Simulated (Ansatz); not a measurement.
Input, command and steps of an Ansatz relaxation.

```yaml
crystal:
  lattice:
    - [5.1702312486, 0.0, 0.0]
    - [0.0, 9.2578118772, 0.0]
    - [0.0, 0.0, 5.5034809384]
  atoms:
    - { symbol: Ti, position: [0.1379641015, 0.1289698211, 0.9080593748] }
    - { symbol: Ti, position: [0.6379641015, 0.3710301789, 0.0919406252] }
    - { symbol: Ti, position: [0.8620358985, 0.6289698211, 0.5919406252] }
    - { symbol: Ti, position: [0.3620358985, 0.8710301789, 0.4080593748] }
    - { symbol: Ti, position: [0.8620358985, 0.8710301789, 0.0919406252] }
    - { symbol: Ti, position: [0.3620358985, 0.6289698211, 0.9080593748] }
    - { symbol: Ti, position: [0.1379641015, 0.3710301789, 0.4080593748] }
    - { symbol: Ti, position: [0.6379641015, 0.1289698211, 0.5919406252] }
    - { symbol: O, position: [0.4640834125, 0.2297605215, 0.8917918779] }
    - { symbol: O, position: [0.9640834125, 0.2702394785, 0.1082081221] }
    - { symbol: O, position: [0.5359165875, 0.7297605215, 0.6082081221] }
    - { symbol: O, position: [0.0359165875, 0.7702394785, 0.3917918779] }
    - { symbol: O, position: [0.5359165875, 0.7702394785, 0.1082081221] }
    - { symbol: O, position: [0.0359165875, 0.7297605215, 0.8917918779] }
    - { symbol: O, position: [0.4640834125, 0.2702394785, 0.3917918779] }
    - { symbol: O, position: [0.9640834125, 0.2297605215, 0.6082081221] }
    - { symbol: O, position: [0.8169750015, 0.0101820937, 0.8516888727] }
    - { symbol: O, position: [0.3169750015, 0.4898179063, 0.1483111273] }
    - { symbol: O, position: [0.1830249985, 0.5101820937, 0.6483111273] }
    - { symbol: O, position: [0.6830249985, 0.9898179063, 0.3516888727] }
    - { symbol: O, position: [0.1830249985, 0.9898179063, 0.1483111273] }
    - { symbol: O, position: [0.6830249985, 0.5101820937, 0.8516888727] }
    - { symbol: O, position: [0.8169750015, 0.4898179063, 0.3516888727] }
    - { symbol: O, position: [0.3169750015, 0.0101820937, 0.6483111273] }
basis:
  ecutwfc: 420
kpoints:
  mp_grid: { grid: [6, 4, 6] }
hamiltonian:
  xc: pbesol
scf:
  occupations: { method: gaussian, width: 0.02 }
output:
  forces: true
  stress: true
  eigenvalues: true
relax:
  adjacent_minimum: "off"
  f_tol: 0.005
  max_steps: 50
  cell: { stress_tol: 0.05 }
```

```bash
ansatz run input.yaml --threads 4 --pin off --max-ram 10240MiB --backend cpu --events-out ev --progress --plain --runs-dir out
```

Theory: Ansatz 0.2.0, DFT PBEsol, scalar-relativistic, plane waves, PAW.

Of 10 frames 7 are shown, positions in Å and forces in eV/Å; the SCF threshold varies from step to step. Steps run on the plane waves of an earlier cell, with a Pulay correction in the pressure. The basis is chosen afresh for the last frame, the zero of the energies, and at times for earlier ones too; energy and pressure can step there, also at an unchanged geometry. Where two frames share a geometry here, they differ by under 2 meV/atom and 0.3 GPa. The mark taken_back stands on steps that the optimiser undid.

```xyz
24
Lattice="5.1702 0.0000 0.0000 0.0000 9.2578 0.0000 0.0000 0.0000 5.5035" Properties=species:S:1:pos:R:3:forces:R:3 pbc="T T T" step=1 free_energy_over_end_meV_per_atom=7.01 pressure_GPa=-6.49
Ti    0.7133    1.1940    4.9975   -0.0254   -0.0471   -0.0056
Ti    3.2984    3.4349    0.5060   -0.0254    0.0471    0.0056
Ti    4.4569    5.8229    3.2577    0.0254   -0.0471    0.0056
Ti    1.8718    8.0638    2.2457    0.0254    0.0471   -0.0056
Ti    4.4569    8.0638    0.5060    0.0254    0.0471    0.0056
Ti    1.8718    5.8229    4.9975    0.0254   -0.0471   -0.0056
Ti    0.7133    3.4349    2.2457   -0.0254    0.0471   -0.0056
Ti    3.2984    1.1940    3.2577   -0.0254   -0.0471    0.0056
O     2.3994    2.1271    4.9080   -0.0152   -0.0338    0.0055
O     4.9845    2.5018    0.5955   -0.0152    0.0338   -0.0055
O     2.7708    6.7560    3.3473    0.0152   -0.0338   -0.0055
O     0.1857    7.1307    2.1562    0.0152    0.0338    0.0055
O     2.7708    7.1307    0.5955    0.0152    0.0338   -0.0055
O     0.1857    6.7560    4.9080    0.0152   -0.0338    0.0055
O     2.3994    2.5018    2.1562   -0.0152    0.0338    0.0055
O     4.9845    2.1271    3.3473   -0.0152   -0.0338   -0.0055
O     4.2240    0.0943    4.6873    0.0893    0.0534    0.0601
O     1.6388    4.5346    0.8162    0.0893   -0.0534   -0.0601
O     0.9463    4.7232    3.5680   -0.0893    0.0534   -0.0601
O     3.5314    9.1635    1.9355   -0.0893   -0.0534    0.0601
O     0.9463    9.1635    0.8162   -0.0893   -0.0534   -0.0601
O     3.5314    4.7232    4.6873   -0.0893    0.0534    0.0601
O     4.2240    4.5346    1.9355    0.0893   -0.0534    0.0601
O     1.6388    0.0943    3.5680    0.0893    0.0534   -0.0601
24
Lattice="5.1264 0.0000 0.0000 0.0000 9.1996 0.0000 0.0000 0.0000 5.4621" Properties=species:S:1:pos:R:3:forces:R:3 pbc="T T T" step=2 free_energy_over_end_meV_per_atom=-0.28 pressure_GPa=-1.65
Ti    0.7043    1.1866    4.9601   -0.0104   -0.0036   -0.0572
Ti    3.2675    3.4132    0.5020   -0.0104    0.0036    0.0572
Ti    4.4220    5.7864    3.2330    0.0104   -0.0036    0.0572
Ti    1.8588    8.0130    2.2290    0.0104    0.0036   -0.0572
Ti    4.4220    8.0130    0.5020    0.0104    0.0036    0.0572
Ti    1.8588    5.7864    4.9601    0.0104   -0.0036   -0.0572
Ti    0.7043    3.4132    2.2290   -0.0104    0.0036   -0.0572
Ti    3.2675    1.1866    3.2330   -0.0104   -0.0036    0.0572
O     2.3779    2.1151    4.8675    0.0130   -0.0043   -0.0149
O     4.9411    2.4847    0.5946    0.0130    0.0043    0.0149
O     2.7485    6.7149    3.3257   -0.0130   -0.0043    0.0149
O     0.1853    7.0845    2.1364   -0.0130    0.0043   -0.0149
O     2.7485    7.0845    0.5946   -0.0130    0.0043    0.0149
O     0.1853    6.7149    4.8675   -0.0130   -0.0043   -0.0149
O     2.3779    2.4847    2.1364    0.0130    0.0043   -0.0149
O     4.9411    2.1151    3.3257    0.0130   -0.0043    0.0149
O     4.1829    0.0934    4.6497    0.0263    0.0335    0.0070
O     1.6198    4.5064    0.8124    0.0263   -0.0335   -0.0070
O     0.9434    4.6932    3.5434   -0.0263    0.0335   -0.0070
O     3.5066    9.1062    1.9187   -0.0263   -0.0335    0.0070
O     0.9434    9.1062    0.8124   -0.0263   -0.0335   -0.0070
O     3.5066    4.6932    4.6497   -0.0263    0.0335    0.0070
O     4.1829    4.5064    1.9187    0.0263   -0.0335    0.0070
O     1.6198    0.0934    3.5434    0.0263    0.0335   -0.0070
24
Lattice="5.1103 0.0000 0.0000 0.0000 9.1863 0.0000 0.0000 0.0000 5.4442" Properties=species:S:1:pos:R:3:forces:R:3 pbc="T T T" step=4 free_energy_over_end_meV_per_atom=-1.15 pressure_GPa=-0.03 taken_back
Ti    0.7039    1.1821    4.9325   -0.0118    0.0915   -0.0147
Ti    3.2591    3.4110    0.5118   -0.0118   -0.0915    0.0147
Ti    4.4063    5.7753    3.2339    0.0118    0.0915    0.0147
Ti    1.8512    8.0041    2.2104    0.0118   -0.0915   -0.0147
Ti    4.4063    8.0041    0.5118    0.0118   -0.0915    0.0147
Ti    1.8512    5.7753    4.9325    0.0118    0.0915   -0.0147
Ti    0.7039    3.4110    2.2104   -0.0118   -0.0915   -0.0147
Ti    3.2591    1.1821    3.2339   -0.0118    0.0915    0.0147
O     2.3667    2.1185    4.8394    0.0391    0.0052    0.0329
O     4.9218    2.4747    0.6048    0.0391   -0.0052   -0.0329
O     2.7436    6.7116    3.3270   -0.0391    0.0052   -0.0329
O     0.1885    7.0678    2.1173   -0.0391   -0.0052    0.0329
O     2.7436    7.0678    0.6048   -0.0391   -0.0052   -0.0329
O     0.1885    6.7116    4.8394   -0.0391    0.0052    0.0329
O     2.3667    2.4747    2.1173    0.0391   -0.0052    0.0329
O     4.9218    2.1185    3.3270    0.0391    0.0052   -0.0329
O     4.1693    0.0924    4.6325   -0.0228    0.0201   -0.0070
O     1.6142    4.5008    0.8117   -0.0228   -0.0201    0.0070
O     0.9409    4.6855    3.5338    0.0228    0.0201    0.0070
O     3.4961    9.0939    1.9104    0.0228   -0.0201   -0.0070
O     0.9409    9.0939    0.8117    0.0228   -0.0201    0.0070
O     3.4961    4.6855    4.6325    0.0228    0.0201   -0.0070
O     4.1693    4.5008    1.9104   -0.0228   -0.0201   -0.0070
O     1.6142    0.0924    3.5338   -0.0228    0.0201    0.0070
24
Lattice="5.1139 0.0000 0.0000 0.0000 9.1787 0.0000 0.0000 0.0000 5.4448" Properties=species:S:1:pos:R:3:forces:R:3 pbc="T T T" step=5 free_energy_over_end_meV_per_atom=-1.27 pressure_GPa=0.04
Ti    0.7050    1.1837    4.9356   -0.0104    0.0032   -0.0297
Ti    3.2620    3.4057    0.5091   -0.0104   -0.0032    0.0297
Ti    4.4089    5.7730    3.2315    0.0104    0.0032    0.0297
Ti    1.8520    7.9950    2.2132    0.0104   -0.0032   -0.0297
Ti    4.4089    7.9950    0.5091    0.0104   -0.0032    0.0297
Ti    1.8520    5.7730    4.9356    0.0104    0.0032   -0.0297
Ti    0.7050    3.4057    2.2132   -0.0104   -0.0032   -0.0297
Ti    3.2620    1.1837    3.2315   -0.0104    0.0032    0.0297
O     2.3738    2.1128    4.8466    0.0164    0.0050    0.0043
O     4.9308    2.4765    0.5982    0.0164   -0.0050   -0.0043
O     2.7401    6.7022    3.3206   -0.0164    0.0050   -0.0043
O     0.1831    7.0659    2.1242   -0.0164   -0.0050    0.0043
O     2.7401    7.0659    0.5982   -0.0164   -0.0050   -0.0043
O     0.1831    6.7022    4.8466   -0.0164    0.0050    0.0043
O     2.3738    2.4765    2.1242    0.0164   -0.0050    0.0043
O     4.9308    2.1128    3.3206    0.0164    0.0050   -0.0043
O     4.1721    0.0946    4.6353   -0.0084    0.0106   -0.0079
O     1.6151    4.4948    0.8094   -0.0084   -0.0106    0.0079
O     0.9418    4.6839    3.5318    0.0084    0.0106    0.0079
O     3.4988    9.0841    1.9130    0.0084   -0.0106   -0.0079
O     0.9418    9.0841    0.8094    0.0084   -0.0106    0.0079
O     3.4988    4.6839    4.6353    0.0084    0.0106   -0.0079
O     4.1721    4.4948    1.9130   -0.0084   -0.0106   -0.0079
O     1.6151    0.0946    3.5318   -0.0084    0.0106    0.0079
24
Lattice="5.1201 0.0000 0.0000 0.0000 9.1731 0.0000 0.0000 0.0000 5.4411" Properties=species:S:1:pos:R:3:forces:R:3 pbc="T T T" step=6 free_energy_over_end_meV_per_atom=-1.32 pressure_GPa=0.00
Ti    0.7048    1.1824    4.9244    0.0122    0.0138   -0.0031
Ti    3.2648    3.4041    0.5167    0.0122   -0.0138    0.0031
Ti    4.4153    5.7690    3.2373   -0.0122    0.0138    0.0031
Ti    1.8553    7.9907    2.2038   -0.0122   -0.0138   -0.0031
Ti    4.4153    7.9907    0.5167   -0.0122   -0.0138    0.0031
Ti    1.8553    5.7690    4.9244   -0.0122    0.0138   -0.0031
Ti    0.7048    3.4041    2.2038    0.0122   -0.0138   -0.0031
Ti    3.2648    1.1824    3.2373    0.0122    0.0138    0.0031
O     2.3793    2.1102    4.8469   -0.0085   -0.0062   -0.0006
O     4.9394    2.4764    0.5943   -0.0085    0.0062    0.0006
O     2.7408    6.6967    3.3148    0.0085   -0.0062    0.0006
O     0.1807    7.0629    2.1263    0.0085    0.0062   -0.0006
O     2.7408    7.0629    0.5943    0.0085    0.0062    0.0006
O     0.1807    6.6967    4.8469    0.0085   -0.0062   -0.0006
O     2.3793    2.4764    2.1263   -0.0085    0.0062   -0.0006
O     4.9394    2.1102    3.3148   -0.0085   -0.0062    0.0006
O     4.1777    0.0953    4.6330   -0.0014   -0.0031    0.0031
O     1.6176    4.4912    0.8081   -0.0014    0.0031   -0.0031
O     0.9425    4.6819    3.5287    0.0014   -0.0031   -0.0031
O     3.5025    9.0778    1.9125    0.0014    0.0031    0.0031
O     0.9425    9.0778    0.8081    0.0014    0.0031   -0.0031
O     3.5025    4.6819    4.6330    0.0014   -0.0031    0.0031
O     4.1777    4.4912    1.9125   -0.0014    0.0031    0.0031
O     1.6176    0.0953    3.5287   -0.0014   -0.0031   -0.0031
24
Lattice="5.1205 0.0000 0.0000 0.0000 9.1708 0.0000 0.0000 0.0000 5.4419" Properties=species:S:1:pos:R:3:forces:R:3 pbc="T T T" step=7 free_energy_over_end_meV_per_atom=-1.33 pressure_GPa=0.00
Ti    0.7064    1.1823    4.9238    0.0004   -0.0029    0.0004
Ti    3.2666    3.4031    0.5181    0.0004    0.0029   -0.0004
Ti    4.4141    5.7677    3.2390   -0.0004   -0.0029   -0.0004
Ti    1.8539    7.9885    2.2029   -0.0004    0.0029    0.0004
Ti    4.4141    7.9885    0.5181   -0.0004    0.0029   -0.0004
Ti    1.8539    5.7677    4.9238   -0.0004   -0.0029    0.0004
Ti    0.7064    3.4031    2.2029    0.0004    0.0029    0.0004
Ti    3.2666    1.1823    3.2390    0.0004   -0.0029   -0.0004
O     2.3792    2.1090    4.8478    0.0008    0.0030    0.0011
O     4.9395    2.4764    0.5941    0.0008   -0.0030   -0.0011
O     2.7413    6.6944    3.3150   -0.0008    0.0030   -0.0011
O     0.1810    7.0618    2.1269   -0.0008   -0.0030    0.0011
O     2.7413    7.0618    0.5941   -0.0008   -0.0030   -0.0011
O     0.1810    6.6944    4.8478   -0.0008    0.0030    0.0011
O     2.3792    2.4764    2.1269    0.0008   -0.0030    0.0011
O     4.9395    2.1090    3.3150    0.0008    0.0030   -0.0011
O     4.1774    0.0948    4.6345   -0.0015    0.0001   -0.0009
O     1.6171    4.4906    0.8074   -0.0015   -0.0001    0.0009
O     0.9432    4.6802    3.5283    0.0015    0.0001    0.0009
O     3.5034    9.0760    1.9136    0.0015   -0.0001   -0.0009
O     0.9432    9.0760    0.8074    0.0015   -0.0001    0.0009
O     3.5034    4.6802    4.6345    0.0015    0.0001   -0.0009
O     4.1774    4.4906    1.9136   -0.0015   -0.0001   -0.0009
O     1.6171    0.0948    3.5283   -0.0015    0.0001    0.0009
24
Lattice="5.1189 0.0000 0.0000 0.0000 9.1680 0.0000 0.0000 0.0000 5.4396" Properties=species:S:1:pos:R:3:forces:R:3 pbc="T T T" step=10 free_energy_over_end_meV_per_atom=0.00 pressure_GPa=-0.01
Ti    0.7066    1.1818    4.9214   -0.0001    0.0003   -0.0002
Ti    3.2660    3.4022    0.5182   -0.0001   -0.0003    0.0002
Ti    4.4123    5.7659    3.2380    0.0001    0.0003    0.0002
Ti    1.8529    7.9862    2.2016    0.0001   -0.0003   -0.0002
Ti    4.4123    7.9862    0.5182    0.0001   -0.0003    0.0002
Ti    1.8529    5.7659    4.9214    0.0001    0.0003   -0.0002
Ti    0.7066    3.4022    2.2016   -0.0001   -0.0003   -0.0002
Ti    3.2660    1.1818    3.2380   -0.0001    0.0003    0.0002
O     2.3785    2.1089    4.8454   -0.0001    0.0001    0.0001
O     4.9380    2.4751    0.5942   -0.0001   -0.0001   -0.0001
O     2.7404    6.6929    3.3140    0.0001    0.0001   -0.0001
O     0.1809    7.0591    2.1256    0.0001   -0.0001    0.0001
O     2.7404    7.0591    0.5942    0.0001   -0.0001   -0.0001
O     0.1809    6.6929    4.8454    0.0001    0.0001    0.0001
O     2.3785    2.4751    2.1256   -0.0001   -0.0001    0.0001
O     4.9380    2.1089    3.3140   -0.0001    0.0001   -0.0001
O     4.1756    0.0947    4.6323   -0.0008   -0.0003   -0.0002
O     1.6162    4.4893    0.8073   -0.0008    0.0003    0.0002
O     0.9433    4.6787    3.5271    0.0008   -0.0003    0.0002
O     3.5027    9.0733    1.9125    0.0008    0.0003   -0.0002
O     0.9433    9.0733    0.8073    0.0008    0.0003    0.0002
O     3.5027    4.6787    4.6323    0.0008   -0.0003   -0.0002
O     4.1756    4.4893    1.9125   -0.0008    0.0003   -0.0002
O     1.6162    0.0947    3.5271   -0.0008   -0.0003    0.0002
```

It took 11 min on 4 threads of Intel(R) Xeon(R) Processor @ 2.50GHz (Skylake/Cascade Lake), on a shared host, peak memory 1.8 GiB.